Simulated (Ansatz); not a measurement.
# NbAs: do energies and stresses tell the same story?

These are results of DFT PBE, scalar-relativistic, plane waves, PAW in Ansatz, not measurements.

Plane waves to 420 eV, a k mesh through Γ of 18×18×18 on the computed 4-atom cell and Gaussian smearing (0.10 eV); no spin polarisation.

Relaxed cell: I4_1md, a = 3.473 Å, b = 3.473 Å, c = 11.749 Å, α = 90.00°, β = 90.00°, γ = 90.00°, 4 atoms in the primitive cell. Whether it is the stable form of this composition wasn't checked.

Energies at zero smearing and pressures from the stress tensor, at volumes with shape and atoms relaxed:
| V (Å³/atom) | E − E(first) (meV/atom) | P (GPa) |
| --- | --- | --- |
| 16.656 | 0.00 | 11.33 |
| 17.188 | -27.16 | 5.21 |
| 17.719 | -35.59 | 0.00 |
| 18.251 | -28.04 | -4.43 |
| 18.782 | -6.90 | -8.21 |

Check P = −dE/dV between neighbouring volumes, and get the bulk modulus from the pressures alone.

With 1 eV/Å³ = 160.2 GPa:
```
middle V (Å³/atom)  −ΔE/ΔV (GPa) mean P (GPa)
            16.922         8.187         8.271
            17.454         2.539         2.609
            17.985        -2.274        -2.215
            18.517        -6.372        -6.320
```

The two differ by 0.08 GPa at most. The mean of two end pressures misses the average over a step by about ΔV² P″/12, up to 0.08 GPa here; with that taken off 0.00 GPa remains. Around V = 17.719 Å³/atom, the two neighbours give B = −V ΔP/ΔV = 17.719 × 9.65 / 1.063 = 160.8 GPa, against B0 = 160.0 GPa from the Birch–Murnaghan fit of the energies.